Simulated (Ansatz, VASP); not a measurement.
# Au in VASP and in Ansatz

File INCAR:

```
PREC     = Accurate       # precision mode
ENCUT    = 520            # plane-wave cutoff, eV
EDIFF    = 1E-8           # SCF threshold, eV
ISMEAR   = -1             # smearing method
SIGMA    = 0.03           # smearing width, eV
LREAL    = False          # projectors in reciprocal space
LASPH    = True           # aspherical terms in the spheres
NELM     = 100            # most SCF steps
ALGO     = Normal         # electronic algorithm
ISIF     = 2              # what is computed and relaxed
LWAVE    = False          # write WAVECAR
LCHARG   = False          # write CHGCAR
GGA      = PE             # functional
LEFG     = True         
NBANDS   = 18             # bands
```

The input KPOINTS:

```
Automatic mesh
0
Gamma
  14 14 8
```

The input POSCAR:

```
Au
1.0
    2.8999984104      0.0000000000      0.0000000000
   -1.4499992052      2.5114722944      0.0000000000
    0.0000000000      0.0000000000      5.0264000000
Au
2
Direct
    0.3333333333      0.6666666667      0.7500000000
    0.6666666667      0.3333333333      0.2500000000
```

Input for Ansatz:

```yaml
crystal:
  lattice:
    - [2.8999984104, 0.0, 0.0]
    - [-1.4499992052, 2.5114722944, 0.0]
    - [0.0, 0.0, 5.0264]
  atoms:
    - { symbol: Au, position: [0.3333333333, 0.6666666667, 0.75] }
    - { symbol: Au, position: [0.6666666667, 0.3333333333, 0.25] }
kpoints:
  mp_grid: { grid: [14, 14, 8] }
scf:
  occupations: { method: fermi_dirac, width: 0.03 }
hamiltonian:
  xc: pbe
  pseudopotentials: { kind: paw }
output:
  forces: true
  stress: true
  eigenvalues: true
  efg: { contact_densities: true }
```

Change from the starting cell: zz strain of +3 %, PAW files.

Alike in both runs: task electric field gradients; functional PBE; k mesh 14 × 14 × 8; occupations fermi-dirac, width 0.03 eV; no spin polarisation.

|  | VASP | Ansatz |
| --- | --- | --- |
| version | VASP 6.6.1 | Ansatz 0.2.0 |
| potentials or method | VASP PAW PBE potentials, release 64 (Au) | PAW with Ansatz's default frozen-core files, scalar-relativistic |
| plane-wave cutoff (eV) | 520 | 420 |
| valence electrons in the cell | 22 | 38 |

```csv
,VASP,Ansatz,Ansatz less VASP
pressure (GPa),-1.9,-1.7,+0.21
largest component of the traceless stress (GPa),1.05,1.05,+0.005
Vzz of the field gradient on the site that differs most (V/Å²),37.0,12.8,-24.15
```

The functional is the same, so the differences come from potentials, cutoffs and numerics. The two sets of potentials don't hold the same shells in valence. Ansatz warned: «gradients_without_spin_orbit».

Spin-orbit coupling is left out, which matters for the levels of Au.
